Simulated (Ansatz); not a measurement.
Space group P2_13 (No. 198). a = 4.519 Å, b = 4.519 Å, c = 4.519 Å, α = 90.00°, β = 90.00°, γ = 90.00°
```
atom site symmetry x y z
  Si    4a       .3.  0.8464  0.8464  0.8464
  Ni    4a       .3.  0.1488  0.1488  0.1488
```

Equation of state of this SiNi structure (not necessarily the ground state), with shape and atoms relaxed at each volume where symmetry leaves them free. It has no gap at any of these volumes. Level of theory: Ansatz, DFT PBE, scalar-relativistic, plane waves, PAW.

Plane waves to 420 eV, a k mesh through Γ of 8×8×8 on the computed 8-atom cell and Gaussian smearing (0.10 eV); no spin polarisation.

```json
{"V (Å³/atom)": "10.149", "E − E(largest V) (meV/atom)": "65.96", "P (GPa)": "31.21"}
{"V (Å³/atom)": "10.495", "E − E(largest V) (meV/atom)": "9.55", "P (GPa)": "21.29"}
{"V (Å³/atom)": "10.841", "E − E(largest V) (meV/atom)": "-27.17", "P (GPa)": "12.95"}
{"V (Å³/atom)": "11.187", "E − E(largest V) (meV/atom)": "-47.31", "P (GPa)": "5.94"}
{"V (Å³/atom)": "11.533", "E − E(largest V) (meV/atom)": "-53.53", "P (GPa)": "0.01"}
{"V (Å³/atom)": "11.878", "E − E(largest V) (meV/atom)": "-48.03", "P (GPa)": "-4.93"}
{"V (Å³/atom)": "12.224", "E − E(largest V) (meV/atom)": "-32.74", "P (GPa)": "-9.06"}
{"V (Å³/atom)": "12.686", "E − E(largest V) (meV/atom)": "0.00", "P (GPa)": "-13.39"}
```

Problem. Fit a third-order Birch–Murnaghan equation to E(V).

Solution. V0 = 11.53 Å³/atom, B0 = 179 GPa, B0' = 4.8.

This form isn't the usual stable structure of the compound.

Cost: 8 runs of about 9.8 core-minutes in all, on Arm Neoverse V1 (shared hosts).